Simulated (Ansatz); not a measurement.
Crystal: CuO (Tenorite).

```
Cu O
1.0
     2.34185   -1.71130    0.00000
     2.34185    1.71130    0.00000
    -0.85003    0.00000    5.05787
Cu O
2 2
Cartesian
  0.7459 -0.8557 2.5289
  1.1709 0.8557 0.0000
  1.7043 0.2793 3.7934
  2.1293 -0.2793 1.2645
```

Base run:

| Property | Result |
| --- | --- |
| Program | Ansatz 0.2.0 |
| Functional | LDA |
| Potentials or basis | Ansatz PAW |
| Cutoff | 420 eV (not typed: the program's choice for these potentials) |
| k mesh | 10 × 10 × 5 |
| Occupations | fermi-dirac, width 0.05 eV |
| Spin | no spin polarisation |
| Hubbard terms | Cu d U = 5.3 eV |

Its results: band gap on the k mesh none (metal or under the smearing width); pressure -6.9 GPa; largest force 0.339 eV/Å.

Question: The run is repeated on the same cell with these changes: functional from LDA to r2SCAN; cutoff from 420 eV (not typed: the program's choice for these potentials) to 500 eV (not typed: the program's choice for these potentials); hubbard terms from Cu d U = 5.3 eV to none; hubbard projectors from ortho-atomic (the default) to none. What comes out?

Answer: Band gap on the k mesh none (metal or under the smearing width); pressure -1.3 GPa; largest force 0.285 eV/Å.

Several settings changed at once, so the effect can't be laid on one alone.

Caveats: the run has no spin polarisation, though such a crystal can be magnetic; the PAW data sets come from PBE, with cores solved anew for the run's functional, which leaves a small shift of forces and pressure; U without spin polarisation on a metal has little footing (some runs); semilocal functionals often make such compounds metallic where correlation or magnetic order opens a gap, which also shifts bond lengths (some runs).
